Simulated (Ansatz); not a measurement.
The system is InSe.

```
In Se
1.0
     4.04733    0.00000    0.00000
    -2.02366    3.50509    0.00000
     0.00000    0.00000   18.05206
In Se
4 4
Cartesian
  0.0000 2.3367 1.3971
  0.0000 2.3367 16.6550
  0.0000 0.0000 7.6289
  0.0000 0.0000 10.4231
  0.0000 2.3367 6.3721
  0.0000 2.3367 11.6800
  2.0237 1.1684 2.6537
  2.0237 1.1684 15.3984
```

Measurements of this composition are mostly on another form, of space group No. 160.

Base run:

| Quantity | Value |
| --- | --- |
| Program | Ansatz 0.2.0 |
| Functional | BLYP |
| Potentials or basis | Ansatz PAW |
| Cutoff | 420 eV |
| Density cutoff | 1680 eV |
| k mesh | 8 × 8 × 2 |
| Occupations | fermi-dirac, width 0.05 eV |
| Spin | no spin polarisation |

Its results: band gap on the k mesh 0.65 eV, direct; pressure 3.9 GPa; largest force 0.443 eV/Å.

The run is repeated on the same cell with these changes: functional from BLYP to PBEsol. What comes out?

Band gap on the k mesh 0.64 eV, direct; pressure -0.8 GPa; largest force 0.061 eV/Å.

PBEsol binds more tightly than BLYP, so the same cell stands under less pressure.

Caveats: spin-orbit coupling is left out, which moves the levels of the heavy elements; this functional lacks dispersion, which binds the layers, so the pressure and a relaxed spacing across them are unreliable; the PAW data sets come from PBE, with cores solved anew for the run's functional, which leaves a small shift of forces and pressure; the potentials were made for another functional, which shifts forces and pressure (some runs).

Not every run made on this cell is shown here.
